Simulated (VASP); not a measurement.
# GaN (Fm-3m) in VASP: notebook, part 3 of 3

VASP 6.6.1. Earlier steps stand in the parts before.

### 6 Single point, r2SCAN

The input, INCAR:

```
PREC = Accurate
ENCUT = 200
EDIFF = 1E-7
ISMEAR = 0
SIGMA = 0.05
LREAL = F
LASPH = T
NELM = 100
ALGO = Normal
ISIF = 2
LWAVE = F
LCHARG = F
METAGGA = R2SCAN
LMIXTAU = T
NBANDS = 16
ADDGRID = F
```

The input, KPOINTS:

```
Automatic mesh
0
Gamma
  9 9 9
```

The input, POSCAR:

```
GaN
1.0
    0.0000000000      2.1352350000      2.1352350000
    2.1352350000      0.0000000000      2.1352350000
    2.1352350000      2.1352350000      0.0000000000
Ga N
1 1
Direct
    0.0000000000      0.0000000000      0.0000000000
    0.5000000000      0.5000000000      0.5000000000
```

Potentials or basis: VASP PAW PBE potentials, release 64 (Ga_d, N).

Run with:

```
$ cat potpaw_PBE.64/Ga_d/POTCAR potpaw_PBE.64/N/POTCAR > POTCAR
$ mpirun -np 1 vasp_std > vasp.out
```

OUTCAR:

```text
PREC = Accurate
   ENCUT = 200
   EDIFF = 1E-7
   ISMEAR = 0
   LREAL = F
   LASPH = T
   NELM = 100
   ISIF = 2
   METAGGA = R2SCAN

 Found     35 irreducible k-points:

 Following reciprocal coordinates:
            Coordinates               Weight
  0.000000  0.000000  0.000000      1.000000
  0.111111  0.000000  0.000000      8.000000
  0.222222  0.000000  0.000000      8.000000
  0.333333  0.000000  0.000000      8.000000
  0.444444  0.000000  0.000000      8.000000
  0.111111  0.111111  0.000000      6.000000
   k-points           NKPTS =     35   k-points in BZ     NKDIM =     35   number of bands    NBANDS=     16
   number of dos      NEDOS =    301   number of ions     NIONS =      2
   total plane-waves  NPLWV =   2744
   dimension x,y,z NGX =    14 NGY =   14 NGZ =   14
   dimension x,y,z NGXF=    28 NGYF=   28 NGZF=   28
   ions per type =               1   1
   NGX,Y,Z   is equivalent  to a cutoff of   7.71,  7.71,  7.71 a.u.
   NGXF,Y,Z  is equivalent  to a cutoff of  15.42, 15.42, 15.42 a.u.
 SYSTEM =  unknown system
   PREC   = accura    normal or accurate (medium, high low for compatibility)
   ISTART =      0    job   : 0-new  1-cont  2-samecut
   ICHARG =      2    charge: 1-file 2-atom 10-const
   ISPIN  =      1    spin polarized calculation?
   LNONCOLLINEAR =      F non collinear calculations
   LSORBIT =      F    spin-orbit coupling
   LASPH  =      T    aspherical Exc in radial PAW
   ENCUT  =  200.0 eV  14.70 Ry    3.83 a.u.   3.48  3.48  3.48*2*pi/ulx,y,z
   NELM   =    100;   NELMIN=  2; NELMDL= -5     # of ELM steps
   EDIFF  = 0.1E-06   stopping-criterion for ELM
   LREAL  =      F    real-space projection
   EDIFFG = 0.1E-05   stopping-criterion for IOM
   NSW    =      0    number of steps for IOM
   IBRION =     -1    ionic relax: 0-MD 1-quasi-New 2-CG
   NFREE  =      0    steps in history (QN), initial steepest desc. (CG)
   ISIF   =      2    stress and relaxation
   ISYM   =      2    0-nonsym 1-usesym 2-fastsym
   POTIM  = 0.5000    time-step for ionic-motion
   TEBEG  =    0.0;   TEEND  =   0.0 temperature during run
   PSTRESS=    0.0 pullay stress
   NELECT =      18.0000    total number of electrons
   NUPDOWN=      -1.0000    fix difference up-down
   EMIN   =  10.00;   EMAX   =-10.00  energy-range for DOS
   EFERMI =   0.00;   METHOD = LEGACY
   ISMEAR =     0;   SIGMA  =   0.05  broadening in eV -4-tet -1-fermi 0-gaus
   EFERMI_NEDOS =   21; number of points for ismear=-14 and -15
   IALGO  =     38    algorithm
   IMIX   =      4    mixing-type and parameters
     AMIX     =   0.40;   BMIX     =  1.00
     AMIX_MAG =   1.60;   BMIX_MAG =  1.00
  volume/ion in A,a.u.               =       9.74        65.70
  Fermi-wavevector in a.u.,A,eV,Ry     =   1.594814  3.013761 34.605481  2.543431
  Thomas-Fermi vector in A             =   2.692830
   LORBIT       =      0    0 simple, 1 ext, 2 COOP (PROOUT), +10 PAW based schemes
   METAGGA = R2SCAN    functional components
   LHFCALC =     F    Hartree Fock is set to
   AEXX    =    0.0000 exact exchange contribution
   IVDW    =     0    specifies the selected vdW correction
   LEPSILON=     F    determine dielectric tensor
   LRPA    =     F    only Hartree local field effects (RPA)
 non-spin polarized calculation
 Gauss-broadening in eV      SIGMA  =   0.05
  energy-cutoff  :      200.00
  volume of cell :       19.47
 maximum number of plane-waves:       137
 NGX is ok and might be reduce to    14
   NGX =  7   NGY =  7   NGZ =  7

 number of electron      17.9999908 magnetization

 Free energy of the ion-electron system (eV)
  ---------------------------------------------------
  ext. energy  EPLUGINS =         0.00000000
  ---------------------------------------------------
  free energy    TOTEN  =       -20.77887364 eV

  energy without entropy =      -20.77887364  energy(sigma->0) =      -20.77887364

 E-fermi :   7.8649     XC(G=0): -13.9601

 val. band max:        7.5222566332   @ k =  -0.2222   0.1111   0.0000
 cond. band min:       8.3518847321   @ k =   0.4444   0.4444   0.0000
 fundamental gap:      0.8296280989
 Fermi energy:         7.8648642811

 k-point     1 :       0.0000    0.0000    0.0000
  band No.  band energies     occupation
      1     -10.9757      2.00000
      2      -7.6577      2.00000
      3      -7.6577      2.00000
      4      -7.6576      2.00000
      5      -7.5592      2.00000
      6      -7.5592      2.00000
[... 8 lines left out ...]
     15      23.8336      0.00000
     16      23.8339      0.00000

 k-point     2 :       0.1111    0.0000    0.0000
  band No.  band energies     occupation
      1     -10.7439      2.00000
      2      -7.6154      2.00000
      3      -7.6045      2.00000
      4      -7.6041      2.00000
      5      -7.5276      2.00000
      6      -7.5273      2.00000
[... 8 lines left out ...]
     15      23.9515      0.00000
     16      23.9516      0.00000

 k-point     3 :       0.2222    0.0000    0.0000
  band No.  band energies     occupation
      1     -10.1142      2.00000
      2      -7.6833      2.00000
      3      -7.6527      2.00000
      4      -7.6523      2.00000
      5      -7.5239      2.00000
      6      -7.5236      2.00000
[... 8 lines left out ...]
     15      25.3372      0.00000
     16      25.3373      0.00000

 k-point     4 :       0.3333    0.0000    0.0000
  band No.  band energies     occupation
      1      -9.1946      2.00000
      2      -7.6944      2.00000
      3      -7.6941      2.00000
      4      -7.6204      2.00000
      5      -7.4291      2.00000
      6      -7.4289      2.00000
[... 8 lines left out ...]
     15      27.7321      0.00000
     16      27.7322      0.00000

 k-point     5 :       0.4444    0.0000    0.0000
  band No.  band energies     occupation
      1      -8.3993      2.00000
      2      -7.7457      2.00000
      3      -7.7454      2.00000
      4      -7.6314      2.00000
      5      -7.3842      2.00000
      6      -7.3841      2.00000
[... 8 lines left out ...]
     15      30.7391      0.00000
     16      30.7392      0.00000

 k-point     6 :       0.1111    0.1111    0.0000
  band No.  band energies     occupation
      1     -10.6746      2.00000
      2      -7.6080      2.00000
      3      -7.5581      2.00000
      4      -7.5580      2.00000
      5      -7.5577      2.00000
      6      -7.5030      2.00000
[... 8 lines left out ...]
     15      26.2072      0.00000
     16      26.2073      0.00000

 [... further k-points ...]

------------------------ aborting loop because EDIFF is reached ----------------------------------------

  FORCE on cell =-STRESS in cart. coord.  units (eV):
  Direction    XX          YY          ZZ          XY          YZ          ZX
  --------------------------------------------------------------------------------------
  -------------------------------------------------------------------------------------
  Total      -18.2484975    -18.2484975    -18.2484975      0.0000000     -0.0000000      0.0000000
  in kB    -1501.6567072  -1501.6567072  -1501.6567072      0.0000000     -0.0000000      0.0000000
  external PRESSURE =   -1501.6567072 kB  Pullay stress =       0.0000000 kB

 VOLUME and BASIS-vectors are now :
 -----------------------------------------------------------------------------
  energy-cutoff  :      200.00
  volume of cell :       19.47
      direct lattice vectors                 reciprocal lattice vectors
     0.000000000  2.135235000  2.135235000    -0.234166263  0.234166263  0.234166263
     2.135235000  0.000000000  2.135235000     0.234166263 -0.234166263  0.234166263
     2.135235000  2.135235000  0.000000000     0.234166263  0.234166263 -0.234166263

 POSITION                                       TOTAL-FORCE (eV/Angst)
 -----------------------------------------------------------------------------------
      0.00000      0.00000      0.00000         0.000000      0.000000     -0.000000
      2.13524      2.13524      2.13524        -0.000000     -0.000000      0.000000
 -----------------------------------------------------------------------------------
    total drift:                               -0.000000      0.000000      0.000000

  FREE ENERGIE OF THE ION-ELECTRON SYSTEM (eV)
  ---------------------------------------------------
  free  energy   TOTEN  =       -20.7788736414 eV

  energy  without entropy=      -20.7788736414  energy(sigma->0) =      -20.77887364
```

OSZICAR:

```text
N       E                     dE             d eps       ncg     rms          rms(c)
DAV:   1     0.299862854144E+02    0.29986E+02   -0.58014E+03  1216   0.116E+03
DAV:   2    -0.231348273814E+02   -0.53121E+02   -0.50749E+02  1312   0.197E+02
DAV:   3    -0.247181741841E+02   -0.15833E+01   -0.15817E+01  1248   0.323E+01
[... 18 lines left out ...]
DAV:  22    -0.207788722667E+02    0.28847E-05   -0.58126E-09   616   0.650E-04    0.902E-04
DAV:  23    -0.207788735788E+02   -0.13120E-05   -0.27094E-09   616   0.431E-04    0.181E-04
DAV:  24    -0.207788734466E+02    0.13220E-06   -0.62013E-10   608   0.172E-04    0.524E-05
DAV:  25    -0.207788736489E+02   -0.20235E-06   -0.76361E-11   576   0.107E-04    0.312E-05
DAV:  26    -0.207788736414E+02    0.75415E-08   -0.26813E-11   584   0.446E-05
   1 F= -.20778874E+02 E0= -.20778874E+02  d E =-.377472E-23
```

It took 30 s on 1 thread of AMD EPYC 7R43 (Zen 3), shared host; peak memory 0.08 GiB.

The run converged, but a check on its numbers failed (symmetry, net force, bounds or a known fault of this set-up), so they aren't taken as properties of the crystal.

Caveat: the cutoff lies under the usual one of these potentials, so the numbers hold a large basis-set error; a pressure of tens of GPa on the cell as given is suspect, and the run, the potentials or the cell itself is likely at fault; the PAW data sets were made with another functional, which shifts forces and pressure a little; an odd mesh through Γ misses points on the zone boundary, where band edges often lie.

### 7 For comparison

An earlier run on the cell as given: functional PBE; potentials or basis VASP PAW PBE potentials, release 64 (Ga_d, N); cutoff 520 eV; k mesh 11 × 11 × 11; occupations fermi-dirac, width 0.05 eV; no spin polarisation.

- Pressure: 0.4 GPa
- Band gap on the k mesh: 0.54 eV, indirect (least direct gap 2.37 eV)
